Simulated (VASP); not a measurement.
## MgSe in VASP 6.6.1, single-point calculation

INCAR

```
IBRION = -1
NSW = 0
PREC = Accurate
SIGMA = 0.02
LWAVE = .FALSE.
ISIF = 2
LCHARG = .FALSE.
GGA = RE
NBANDS = 11
NELM = 120
LREAL = .FALSE.
LASPH = .TRUE.
ENCUT = 520
ISMEAR = -1
EDIFF = 1E-7
```

KPOINTS

```
KPOINTS created by Atomic Simulation Environment
0
Gamma
8 8 8
0 0 0
```

POSCAR

```
Mg Se
 1.0000000000000000
     0.0270890668000000    2.7362693762000001    2.7362693762000001
     2.7362693762000001    0.0270890668000000    2.7362693762000001
     2.7633584430000000    2.7633584430000000    0.0000000000000000
 Mg  Se
   1   1
Cartesian
  0.0000000000000000  0.0000000000000000  0.0000000000000000
  2.7633584430000000  2.7633584430000000  2.7362693762000001
```

The recommended PBE PAW datasets give the neutral cell 8 valence electrons.

Command

```
mpirun -np 1 vasp_std
```

Question: Predict the outcome of this run.

Answer: It converged. Results: gap between bands v and c on the k mesh 1.78 eV; least direct gap on the k mesh 2.53 eV; pressure 2.5 GPa. Band v is the last that the valence electrons fill when counted band by band, and c is the next.

OSZICAR

```
N       E                     dE             d eps       ncg     rms          rms(c)
DAV:   1     0.235269428673E+02    0.23527E+02   -0.34714E+03  2178   0.586E+02
DAV:   2    -0.579612841733E+01   -0.29323E+02   -0.27768E+02  2673   0.946E+01
DAV:   3    -0.728649678057E+01   -0.14904E+01   -0.14877E+01  2581   0.227E+01
DAV:   4    -0.729410109611E+01   -0.76043E-02   -0.76040E-02  2352   0.194E+00
DAV:   5    -0.729414970241E+01   -0.48606E-04   -0.48606E-04  2545   0.155E-01    0.308E+00
DAV:   6    -0.704585316821E+01    0.24830E+00   -0.43197E-01  2303   0.249E+00    0.198E+00
DAV:   7    -0.700653583865E+01    0.39317E-01   -0.21242E-01  2387   0.190E+00    0.981E-01
DAV:   8    -0.700737878802E+01   -0.84295E-03   -0.11088E-02  2291   0.582E-01    0.262E-01
DAV:   9    -0.700731474554E+01    0.64042E-04   -0.24736E-04  2393   0.883E-02    0.132E-01
DAV:  10    -0.700733797694E+01   -0.23231E-04   -0.14169E-04  2336   0.546E-02    0.218E-02
DAV:  11    -0.700733620466E+01    0.17723E-05   -0.19699E-05  2413   0.184E-02    0.105E-02
DAV:  12    -0.700733668602E+01   -0.48135E-06   -0.21150E-06  2498   0.696E-03    0.261E-03
DAV:  13    -0.700733662806E+01    0.57954E-07   -0.77986E-08  1365   0.140E-03
   1 F= -.70073366E+01 E0= -.70073366E+01  d E =-.892761E-12
```

For comparison, a separate PBE run of the intended cell, on usual settings and not on those above, gives a gap of 1.68 eV on its mesh and a pressure of 1.1 GPa.
